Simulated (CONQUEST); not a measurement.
Crystal: ZnSe (Stilleite).

```xyz
4
Lattice="4.0076 0.0000 0.0000 0.0000 4.0076 0.0000 0.0000 0.0000 5.6676" Properties=species:S:1:pos:R:3 pbc="T T T"
Se    0.0000    2.0038    1.4169
Se    2.0038    0.0000    4.2507
Zn    0.0000    0.0000    0.0000
Zn    2.0038    2.0038    2.8338
```

Base run:

- Program: CONQUEST 1.3
- Functional: PBE
- Potentials or basis: PseudoDojo NC PBE, DZP, grid cutoff 120 Ha
- k mesh: 7 × 7 × 5
- Occupations: fermi-dirac, width 0.05 eV
- Spin: no spin polarisation

Its results: band gap on the k mesh 1.49 eV; pressure 4.3 GPa.

Task: The run is repeated on the same cell with these changes: potentials or basis from PseudoDojo NC PBE, DZP, grid cutoff 120 Ha to PseudoDojo NC PBE, SZP, grid cutoff 120 Ha. What comes out?

Result: Band gap on the k mesh 1.67 eV; pressure 5.4 GPa.

Caveats: an odd mesh through Γ misses points on the zone boundary, where band edges often lie; the basis of atomic orbitals isn't converged, which shifts pressures, moduli and gaps; the real-space grid breaks the cell's symmetry a little; the atomic basis is small (some runs).
